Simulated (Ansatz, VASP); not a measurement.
## Al35PtN36 (Pt_Al): VASP beside Ansatz

Wanted: the spread between two codes on one cell, functional and k mesh. Of the first pair: The structure shown is the start of the Ansatz relaxation below; VASP solves that cell, so the two are compared at the walk's first step.

Program: Ansatz 0.2.0. Level of theory: plane waves, with VASP 6.6.1 beside it; single point at r2SCAN. Results are calculated unless marked as measured.

### Step 1. The starting structure

The cell holds 72 atoms: 35 Al, 36 N and 1 Pt. Its edges and angles: a = 9.320 Å, b = 9.320 Å, c = 9.956 Å, α = 90.0°, β = 90.0°, γ = 120.0°. It derives from AlN (AlN (P6_3mc)). Nearest the centre at fractional (0.444, 0.556, 0.500): Pt72 at 0.05 Å, N52 at 1.85 Å, N56 at 1.85 Å, N55 at 1.88 Å, N40 at 1.91 Å, Al17 at 3.04 Å, Al22 at 3.05 Å, Al5 at 3.06 Å. The cell carries charge −1.

Coordinates:

```xyz
72
Lattice="9.3196 0.0000 0.0000 -4.6598 8.0710 0.0000 0.0000 0.0000 9.9565" Properties=species:S:1:pos:R:3 pbc="T T T"
Al    1.5397    0.9435    2.4968
Al   -0.0447    1.7824    4.9938
Al    1.5319    0.8649    7.4314
Al    0.0287    1.8105    9.9153
Al    0.0213    3.6261    2.4622
Al   -1.6020    4.4844    4.9854
Al    0.0015    3.6214    7.4998
Al   -1.5613    4.4653    0.0418
Al   -1.5845    6.2694    2.4469
Al   -3.0715    7.2053    4.9569
Al   -1.5391    6.2298    7.4580
Al   -3.1153    7.1689    9.9036
Al    4.6621    0.8487    2.4988
Al    3.1465    1.8217    4.9638
Al    4.6137    0.8805    7.4740
Al    3.0943    1.7457    9.9444
Al    3.0801    3.6293    2.4896
Al    3.1540    3.5797    7.4773
Al    1.5264    4.4576    9.9195
Al    1.5572    6.2454    2.4470
Al    0.0265    7.1714    4.9320
Al    1.5064    6.2674    7.4490
Al    0.0205    7.2184    9.9415
Al    7.7278    0.8760    2.4610
Al    6.1730    1.7697    4.9923
Al    7.7217    0.8766    7.4533
Al    6.1739    1.7747    9.9278
Al    6.1794    3.6085    2.4550
Al    4.6402    4.4540    5.0093
Al    6.2574    3.5881    7.4404
Al    4.6795    4.4387    9.9440
Al    4.6708    6.2454    2.5219
Al    3.1284    7.1604    5.0171
Al    4.6140    6.2780    7.4432
Al    3.1343    7.1800    9.9113
N     1.5411    0.9450    4.3896
N    -0.0363    1.7996    1.9295
N     1.5045    0.8914    9.3535
N    -0.0496    1.7969    6.8789
N    -0.0113    3.5973    4.3372
N    -1.5532    4.4692    1.9435
N     0.0017    3.6339    9.3456
N    -1.5211    4.4546    6.8492
N    -1.5176    6.3096    4.3709
N    -3.1369    7.1346    1.8935
N    -1.5962    6.2953    9.3814
N    -3.0929    7.1322    6.8973
N     4.6673    0.9005    4.3355
N     3.1088    1.7459    1.9106
N     4.6122    0.8992    9.3480
N     3.1483    1.7966    6.9012
N     3.0872    3.6206    4.4165
N     1.5975    4.5028    1.8821
N     3.1173    3.6312    9.3841
N     1.5334    4.4416    6.8560
N     1.5497    6.2311    4.3663
N     0.0445    7.1815    1.9174
N     1.5282    6.2438    9.3358
N    -0.0258    7.1407    6.8473
N     7.7901    0.8708    4.3493
N     6.1906    1.7550    1.8731
N     7.7302    0.9133    9.3327
N     6.1749    1.8255    6.8693
N     6.2311    3.6299    4.4034
N     4.6522    4.5142    1.8567
N     6.1884    3.5619    9.3985
N     4.6963    4.5176    6.8685
N     4.6632    6.2857    4.3356
N     3.0639    7.1968    1.8825
N     4.6290    6.2461    9.3391
N     3.0622    7.1645    6.8950
Pt    1.5205    4.4756    5.0111
```

### Step 2. Ansatz: relaxation, r2SCAN

Ansatz runs on its PAW soft_1 files.

The two programs are compared at the cell with which this relaxation starts, whose forces are those of its first step.

Contents of input.yaml:

```yaml
crystal:
  lattice:
    - [3.10652185, 3.0e-08, 0.0]
    - [-1.55326095, 2.69032682, 0.0]
    - [0.0, 0.0, 4.97823886]
  atoms:
    - { symbol: Al, position: [0.66666667, 0.33333333, 0.49920333] }
    - { symbol: Al, position: [0.33333333, 0.66666667, 0.99920333] }
    - { symbol: "N", position: [0.66666667, 0.33333333, 0.88079667] }
    - { symbol: "N", position: [0.33333333, 0.66666667, 0.38079667] }
  supercell: [3, 3, 2]
  defects: [{ substitution: { at: 33, symbol: Pt } }]
total_charge: -1
basis:
  ecutwfc: 500
  xc_grid: 2
hamiltonian:
  xc: r2scan
  pseudopotentials: { kind: paw, azcp: { folder: soft_1 } }
kpoints:
  mp_grid: { grid: [1, 1, 1], shift: [0.25, 0.25, 0.25] }
magnetization:
  spin_polarized: true
  initial_magnetization: 2
  spin_locking: { lock_magnetization: hard }
scf:
  occupations: { method: fixed }
  max_iter: 100
output:
  forces: true
  charged_corrections: { epsilon: [4.49, 4.49, 4.72], static_epsilon: [8.15, 8.15, 9.65] }
relax:
  f_tol: 0.02
  max_steps: 80
  random_displacement: { amplitude: 0.05, seed: 7481 }
checkpoint:
  write: "../qm1_M2.relax.run"
  compress: false
  write_wavefunctions: true
  write_every: 100000
```

The run is started by

```bash
ansatz run input.yaml --threads 4 --pin off --max-ram 7536MiB --backend cpu --events-out ev --progress --plain --runs-dir out
```

Numbers of over 12 decimals in the logs are rounded to 6 here.

What it wrote:

```text
Warning: This run holds its total moment fixed (magnetization.spin_locking.lock_magnetization: hard) and mixes its density by anderson or broyden (scf.mixing.algorithm, typed or taken by auto). Slabs with a fixed moment have converged under broyden above another state at the same moment, at the default mixing steps and at smaller ones, and under scf.lower_state_search: standard, light or off a state that such a mixer [...]
Engine: ansatz 0.2.0, aarch64-unknown-linux-gnu
Pseudopotentials: kind: paw
Pseudopotential: Al, paw, valence charge 3, recommended cutoff 500 eV (meta_gga), soft_1/Al.paw.azcp
Pseudopotential: N, paw, valence charge 5, recommended cutoff 500 eV (meta_gga), soft_1/N.paw.azcp
Pseudopotential: Pt, paw, valence charge 18, recommended cutoff 500 eV (meta_gga), soft_1/Pt.paw.azcp
Functional definition: r2SCAN
  parameter k0 = 0.174
  parameter k1 = 0.065
  parameter a1 = 4.9479
  exchange = r2scan_x(k0 = k0, k1 = k1, a1 = a1)
  correlation = r2scan_c
Crystal: 72 atoms, lattice volume = 748.907 Å³
Basis set: ecut = 500 eV, 18913 PW (Γ), exchange–correlation on 144×144×150 points (8 copies of the dense FFT grid, shifted against one another)
Bands: 225, of which v1, the nominal top of the filled ones, is band 152 counted from 1 (151 counted from 0)
Symmetry: 1 space group operations
k-points: 1
Non-local potential: Al, projectors of the file, l = 0: 2, l = 1: 2, l = 2: 1
Non-local potential: N, projectors of the file, l = 0: 2, l = 1: 2, l = 2: 1
Non-local potential: Pt, projectors of the file, l = 0: 3, l = 1: 2, l = 2: 2, l = 3: 1
PAW form: soft (Blöchl's): semilocal exchange-correlation on the pseudo side does not see the compensation charge
PAW frozen core: Al, regenerated for the run's functional (the file was generated under x = pbe(κ = 0.804, μ = 0.219515), c = pbe(β = 0.066725))
PAW frozen core: N, regenerated for the run's functional (the file was generated under x = pbe(κ = 0.804, μ = 0.219515), c = pbe(β = 0.066725))
PAW frozen core: Pt, regenerated for the run's functional (the file was generated under x = pbe(κ = 0.804, μ = 0.219515), c = pbe(β = 0.066725))
PAW one-centre angular grid: Al, 302 points (default); XC on 160 Gauss nodes
PAW one-centre angular grid: N, 302 points (default); XC on 160 Gauss nodes
PAW one-centre angular grid: Pt, 590 points (default); XC on 160 Gauss nodes
Initial density: superposition of atomic densities (chi_scale 0.1, normalization cell, long waves kept (reshape's long-wave potential 0.04 eV rms))
Starting moments: Σ|m| = 2 μB on 72 of 72 sites
Initial wavefunctions: pseudopotential atomic-orbital guess
Functional: x = r2scan, c = r2scan; τ floored in thin density (d = 2e-4 eV/Å³)
SCF iter   1: F=—  HF=-45434.669932 eV  |F-HF|=—  |Δ(HF+E_count)|=         —  Δρ=6.81e-2 (↑6.43e-2 ↓6.81e-2)  dr2=1.59e2  dr2_τ=4.86e0  dr2_m=5.03e-1  M=2.000 μB ∫|m|=2.012 μB  β_m=1.20  ethr=3.10e-3  ⟨swp⟩=5.5  Hψ=1465  notcnv=0  defer=134
preconditioner: auto → Resta (q_TF=auto, 2.348 Å⁻¹)  ε∞=3.4  [insulator: Δε(μ)=0.084 eV  Ē_g=15.044 eV  n_scr=162 (ndim 8)  ℏωp=23.3 eV  f_vac=0.000  ε∞_Penn≈3.4]
spin=Collinear: Resta preconditioning applied to the charge; magnetization (m = ρ↑ − ρ↓) channel mixes plain (no charge-response kernel on spin).
SCF iter   2: F=—  HF=-45404.527003 eV  |F-HF|=—  |Δ(HF+E_count)|=    3.01e1  Δρ=3.46e-2 (↑3.46e-2 ↓3.42e-2)  dr2=4.28e1  dr2_τ=3.94e-1  dr2_m=7.36e-3  M=2.000 μB ∫|m|=2.097 μB  β_m=1.20  ethr=3.10e-3  ⟨swp⟩=3.0  Hψ=781  notcnv=0  defer=140  κ⁻¹=1.0e0(r=1)
SCF iter   3: F=—  HF=-45400.547017 eV  |F-HF|=—  |Δ(HF+E_count)|=    3.98e0  Δρ=1.77e-2 (↑1.76e-2 ↓1.77e-2)  dr2=5.98e0  dr2_τ=6.24e-2  dr2_m=3.24e-3  M=2.000 μB ∫|m|=2.130 μB  β_m=1.20  ethr=3.10e-3  ⟨swp⟩=2.0  Hψ=762  notcnv=0  defer=139  κ⁻¹=6.8e-2(r=2)
SCF iter   4: F=—  HF=-45401.214158 eV  |F-HF|=—  |Δ(HF+E_count)|=   6.67e-1  Δρ=1.16e-2 (↑1.16e-2 ↓1.15e-2)  dr2=2.02e0  dr2_τ=2.91e-2  dr2_m=8.34e-4  M=2.000 μB ∫|m|=2.133 μB  β_m=1.20  ethr=1.97e-3  ⟨swp⟩=2.0  Hψ=471  notcnv=0  defer=141  κ⁻¹=6.8e-3(r=3)
SCF iter   5: F=—  HF=-45401.404147 eV  |F-HF|=—  |Δ(HF+E_count)|=   1.90e-1  Δρ=2.10e-3 (↑1.93e-3 ↓2.10e-3)  dr2=8.00e-2  dr2_τ=1.42e-3  dr2_m=7.78e-4  M=2.000 μB ∫|m|=2.127 μB  β_m=1.20  ethr=6.63e-4  ⟨swp⟩=2.0  Hψ=324  notcnv=0  defer=141  κ⁻¹=3.6e-4(r=4)
[...]
k-point 0 ↓: bands = [... 148 lower, 7.9766, 8.0620, 9.2343, 9.9740, 10.1506, 13.1712, 13.2213, 13.2499, ... 69 higher]
--- Relaxed structure (8 steps of the walk, 8 accepted, 0 SCFs on fresh bases) ---
  F+E_penalty+E_count = -45406.99553623 eV   max|allowed force component| = 8.664e-3 eV/Å
  atoms:
    - { symbol: Al, position: [0.221198, 0.110155, 0.249201] }
    - { symbol: Al, position: [0.108331, 0.218439, 0.500405] }
    - { symbol: N, position: [0.220215, 0.108802, 0.439772] }
    - { symbol: N, position: [0.109464, 0.218497, 0.187374] }
    - { symbol: Al, position: [0.221501, 0.110271, 0.749057] }
    - { symbol: Al, position: [0.109254, 0.220145, 0.998884] }
    - { symbol: N, position: [0.221061, 0.109837, 0.939182] }
    - { symbol: N, position: [0.109681, 0.220055, 0.691294] }
    - { symbol: Al, position: [0.218369, 0.441324, 0.246922] }
    - { symbol: Al, position: [0.108016, 0.553087, 0.499176] }
    - { symbol: N, position: [0.187378, 0.422944, 0.431052] }
    - { symbol: N, position: [0.109236, 0.555531, 0.188371] }
    - { symbol: Al, position: [0.219542, 0.442058, 0.751110] }
    - { symbol: Al, position: [0.109198, 0.554834, 0.999228] }
    - { symbol: N, position: [0.217845, 0.442186, 0.942402] }
    - { symbol: N, position: [0.109757, 0.554026, 0.690364] }
    - { symbol: Al, position: [0.221759, 0.776744, 0.249126] }
    - { symbol: Al, position: [0.110845, 0.887406, 0.498635] }
    - { symbol: N, position: [0.221682, 0.776866, 0.439712] }
    - { symbol: N, position: [0.110802, 0.887666, 0.189459] }
    - { symbol: Al, position: [0.221877, 0.776438, 0.748497] }
    - { symbol: Al, position: [0.110477, 0.887945, 0.999165] }
    - { symbol: N, position: [0.221180, 0.777191, 0.938916] }
    - { symbol: N, position: [0.110734, 0.887555, 0.689505] }
    - { symbol: Al, position: [0.554032, 0.110727, 0.250904] }
    - { symbol: Al, position: [0.442251, 0.223195, 0.499617] }
    - { symbol: N, position: [0.553224, 0.112933, 0.440687] }
    - { symbol: N, position: [0.442613, 0.220087, 0.188360] }
    - { symbol: Al, position: [0.555023, 0.110903, 0.748488] }
    - { symbol: Al, position: [0.443326, 0.220743, 0.999344] }
    - { symbol: N, position: [0.555042, 0.111195, 0.939081] }
    - { symbol: N, position: [0.443595, 0.221411, 0.690562] }
    - { symbol: Al, position: [0.554603, 0.443824, 0.246890] }
    - { symbol: Pt, position: [0.437928, 0.566352, 0.498737] }
    - { symbol: N, position: [0.563151, 0.434563, 0.432624] }
    - { symbol: N, position: [0.443187, 0.555540, 0.188153] }
    - { symbol: Al, position: [0.555190, 0.442968, 0.751541] }
    - { symbol: Al, position: [0.443192, 0.555220, 0.995865] }
    - { symbol: N, position: [0.555753, 0.442698, 0.942624] }
    - { symbol: N, position: [0.443349, 0.554111, 0.716055] }
    - { symbol: Al, position: [0.557423, 0.780705, 0.246055] }
    - { symbol: Al, position: [0.445320, 0.891186, 0.499166] }
    - { symbol: N, position: [0.576834, 0.814241, 0.429796] }
    - { symbol: N, position: [0.442812, 0.889424, 0.188035] }
    - { symbol: Al, position: [0.555984, 0.778297, 0.750808] }
    - { symbol: Al, position: [0.443560, 0.889297, 0.998971] }
    - { symbol: N, position: [0.556205, 0.780533, 0.942252] }
    - { symbol: N, position: [0.444361, 0.888646, 0.690355] }
    - { symbol: Al, position: [0.888567, 0.110043, 0.251355] }
[...]
- { symbol: Al, position: [0.887853, 0.444481, 0.250988] }
    - { symbol: Al, position: [0.774928, 0.556014, 0.499515] }
    - { symbol: N, position: [0.885996, 0.445429, 0.440767] }
    - { symbol: N, position: [0.778403, 0.555837, 0.188423] }
    - { symbol: Al, position: [0.887524, 0.443478, 0.748449] }
    - { symbol: Al, position: [0.777701, 0.555099, 0.999345] }
    - { symbol: N, position: [0.887357, 0.443482, 0.939121] }
    - { symbol: N, position: [0.776780, 0.554681, 0.690524] }
    - { symbol: Al, position: [0.888329, 0.777310, 0.249088] }
    - { symbol: Al, position: [0.780405, 0.890592, 0.500368] }
    - { symbol: N, position: [0.889517, 0.778200, 0.439630] }
    - { symbol: N, position: [0.780292, 0.889249, 0.187061] }
    - { symbol: Al, position: [0.888005, 0.776793, 0.748972] }
    - { symbol: Al, position: [0.778380, 0.889250, 0.998605] }
    - { symbol: N, position: [0.888591, 0.777312, 0.939092] }
    - { symbol: N, position: [0.778276, 0.888753, 0.691286] }
```

Reading the cycles: dr2 is the Hartree energy of the density residual (eV), the measure of convergence; HF is the Harris–Foulkes estimate of the energy, which meets the free energy F at convergence.

### Step 3. VASP: single point, r2SCAN, start cell, pair 1

The same cell, functional and mesh now go to VASP, with its own data sets.

Lines of VASP's logs that name or quote its potential files are left out, and so is its time.

Contents of INCAR:

```
SYSTEM = Al35PtN36
PREC = Accurate
ENCUT = 580
EDIFF = 1E-06
NELM = 200
ISMEAR = 0
SIGMA = 0.01
LREAL = Auto
ALGO = Normal
METAGGA = R2SCAN
LASPH = .TRUE.
NELECT = 296
NBANDS = 200
ISPIN = 2
MAGMOM = 0 0 0 0 0 0 -0 0 0 0 0 0 -0 0 0 0 0 0 0 0 0 -0 0 -0 -0 -0 -0 -0 0 0 0 0 0 0 0 0 0 0 -0 0.08 0 0.01 0 0.01 0 0 -0 0.02 0 0 -0 0.17 0.03 0.01 0.14 0.08 0 0.01 0 -0 -0 0 -0 0.02 0 0 -0 0 0 0 -0 0.77
LMAXMIX = 4
LORBIT = 11
LWAVE = .FALSE.
LCHARG = .FALSE.
ISIF = 2
ISYM = 0
NUPDOWN = 2
GGA_COMPAT = .FALSE.
LMIXTAU = .TRUE.
NCORE = 2
```

Contents of POSCAR:

```
Al35PtN36
1.0
    9.3195655359      0.0000000860      0.0000000000
   -4.6597828424      8.0709804634      0.0000000000
    0.0000000000      0.0000000000      9.9564777190
Al N Pt
35 36 1
Direct
    0.2236575091      0.1168968238      0.2507682004
    0.1056286280      0.2208450385      0.5015606062
    0.2179490841      0.1071577345      0.7463879506
    0.1152443284      0.2243244174      0.9958610143
    0.2269259582      0.4492746571      0.2472998052
    0.1059154513      0.5556224564      0.5007236636
    0.2245042035      0.4486920762      0.7532542342
    0.1090973971      0.5532595465      0.0041949856
    0.2183759754      0.7767787333      0.2457611084
    0.1168009007      0.8927466771      0.4978562841
    0.2207915731      0.7718744964      0.7490605825
    0.1098451061      0.8882335948      0.9946857995
    0.5528234657      0.1051590890      0.2509755026
    0.4504773739      0.2257097474      0.4985491998
    0.5496030471      0.1090916967      0.7506664717
    0.4401750252      0.2162976320      0.9987910665
    0.5553318429      0.4496729943      0.2500467605
    0.5601890107      0.4435271487      0.7509975125
    0.4399367881      0.5523055077      0.9962854616
    0.5539939912      0.7738099455      0.2457653268
    0.4471153179      0.8885385108      0.4953541944
    0.5499126094      0.7765391059      0.7481526309
    0.4493888544      0.8943689053      0.9984934713
    0.8834659393      0.1085352552      0.2471771714
    0.7720006489      0.2192676518      0.5014137671
    0.8828506943      0.1086108346      0.7485894320
    0.7724099903      0.2198809601      0.9971150722
    0.8866076521      0.4471006887      0.2465736447
    0.7738253204      0.5518587182      0.5031172812
    0.8937094587      0.4445638221      0.7472885703
    0.7770985332      0.5499620465      0.9987468742
    0.8880849020      0.7738101897      0.2532970063
    0.7792750665      0.8871842728      0.5038996864
    0.8840146070      0.7778493521      0.7475785323
    0.7811158266      0.8896071506      0.9954657942
    0.2239021774      0.1170893654      0.4408803117
    0.1075863562      0.2229709264      0.1937939354
    0.2166577404      0.1104506429      0.9394347342
    0.1059888013      0.2226313146      0.6908965393
    0.2216403120      0.4457043351      0.4356140919
    0.1102106037      0.5537354490      0.1951985486
    0.2253031981      0.4502462863      0.9386460015
    0.1127471304      0.5519339330      0.6879101418
    0.2280413775      0.7817657358      0.4390023383
    0.1053932668      0.8839788454      0.1901754871
    0.2187214367      0.7799944517      0.9422360261
    0.1099644897      0.8836790057      0.6927476960
    0.5565959771      0.1115770204      0.4354480693
    0.4417341665      0.2163144825      0.1918926606
    0.5505984730      0.1114158257      0.9388866489
    0.4491234430      0.2226061591      0.6931337763
    0.5555625471      0.4485982798      0.4435805638
    0.4503644272      0.5579023493      0.1890345214
    0.5594462171      0.4499039452      0.9425083112
    0.4396979681      0.5503181407      0.6886017519
    0.5523056171      0.7720392808      0.4385401267
    0.4496681306      0.8897961027      0.1925761353
    0.5507795768      0.7736138107      0.9376657352
    0.4396005619      0.8847369901      0.6877189096
    0.8898387836      0.1078955559      0.4368356082
    0.7729817113      0.2174489136      0.1881266702
    0.8860354411      0.1131607155      0.9373518691
    0.7756663537      0.2261855225      0.6899302337
    0.8934747231      0.4497454726      0.4422617239
    0.7788463602      0.5593174155      0.1864815101
    0.8846813434      0.4413183677      0.9439578197
    0.7837829218      0.5597396689      0.6898509889
    0.8897679833      0.7787991747      0.4354572091
    0.7746045435      0.8916865759      0.1890713818
    0.8836466262      0.7739010090      0.9379942650
    0.7724244929      0.8876906549      0.6925132757
    0.4404168108      0.5545329942      0.5033028890
```

Contents of KPOINTS:

```
Points of the shifted mesh
1
Reciprocal
 0.2500000000  0.2500000000  0.2500000000 1
```

The projector-augmented-wave data sets are Al, N and Pt (PBE family, release 64).

The run is started by

```bash
mpirun -np 8 vasp_std
```

What it wrote:

```text
[banner, memory and clock lines left out]
running    8 mpi-ranks, on    1 nodes
[...]
|                                                                             |
|               ----> ADVICE to this user running VASP <----                  |
|                                                                             |
|     You enforced a specific xc type in the INCAR file but a different       |
|     [... a line on the potential file left out ...]
|     I HOPE YOU KNOW WHAT YOU ARE DOING!                                     |
|                                                                             |

 LDA part: xc-table for (None), standard interpolation
 POSCAR, INCAR and KPOINTS ok, starting setup
[...]
entering main loop
       N       E                     dE             d eps       ncg     rms          rms(c)
DAV:   1     0.120261537460E+04    0.12026E+04   -0.15305E+05   800   0.152E+03
DAV:   2    -0.722114800975E+03   -0.19247E+04   -0.18464E+04   992   0.305E+02
DAV:   3    -0.874185348837E+03   -0.15207E+03   -0.15073E+03   976   0.926E+01
DAV:   4    -0.876665540822E+03   -0.24802E+01   -0.24688E+01   960   0.123E+01
DAV:   5    -0.876713000312E+03   -0.47459E-01   -0.47395E-01   984   0.161E+00BRMIX: very serious problems
 the old and the new charge density differ
 old charge density:   295.00000 new  296.00000
    0.692E+01
DAV:   6    -0.744315975133E+03    0.13240E+03   -0.31692E+02   928   0.364E+01    0.400E+01
DAV:   7    -0.717085526528E+03    0.27230E+02   -0.22385E+01   920   0.138E+01    0.219E+01
DAV:   8    -0.716151941603E+03    0.93358E+00   -0.34806E+00   856   0.633E+00    0.136E+01
DAV:   9    -0.710162903857E+03    0.59890E+01   -0.17708E+00   864   0.400E+00    0.430E+00
[...]
DAV:  18    -0.716166397216E+03   -0.65517E-04   -0.36813E-05   880   0.206E-02    0.911E-03
DAV:  19    -0.716166401682E+03   -0.44659E-05   -0.45768E-06   896   0.581E-03    0.410E-03
DAV:  20    -0.716166401892E+03   -0.20993E-06   -0.14929E-06   576   0.413E-03
   1 F= -.71616640E+03 E0= -.71616640E+03  d E =-.137771E-17  mag=     2.0000
```

OUTCAR, selected parts (step 3):

```text
  FREE ENERGIE OF THE ION-ELECTRON SYSTEM (eV)
  ---------------------------------------------------
  free  energy   TOTEN  =      -716.1664018917 eV

  energy  without entropy=     -716.1664018917  energy(sigma->0) =     -716.16640189

 magnetization (x)
# of ion       s       p       d       tot
------------------------------------------
    1        0.000   0.000   0.000   0.000
    2        0.004   0.003   0.000   0.007
    3        0.000   0.000   0.000   0.001
    4        0.000   0.001   0.000   0.001
    5        0.002   0.003   0.000   0.005
    6        0.002   0.002   0.000   0.004
    7       -0.001   0.002   0.000   0.001
    8        0.001   0.001   0.000   0.001
    9        0.000   0.000   0.000   0.000
   10       -0.000  -0.000   0.000  -0.000
   11        0.000   0.000   0.000   0.001
   12        0.000   0.000   0.000   0.000
   13       -0.000  -0.000   0.000  -0.000
[...]
--------------------------------------------------
tot          0.089   0.617   0.758   1.464
```

The cell is charged against a uniform background.

The run ends at a pressure of 6.54 GPa, with forces up to 8.7 eV/Å.

(Part 1 of 2 ends here.)

[Lines on the potential files, build, host, timing and source positions are cut from VASP's logs without a mark.]

[Logs are printed without paths, hosts, clocks, repeated set-up lines and the standing remarks that a program may print on its own settings, such as how far it seeks lower states.]

[Hosts, paths, dates, database ids (printed as entryN), source tags and the programs' standing remarks are cut or masked in the printed files.]
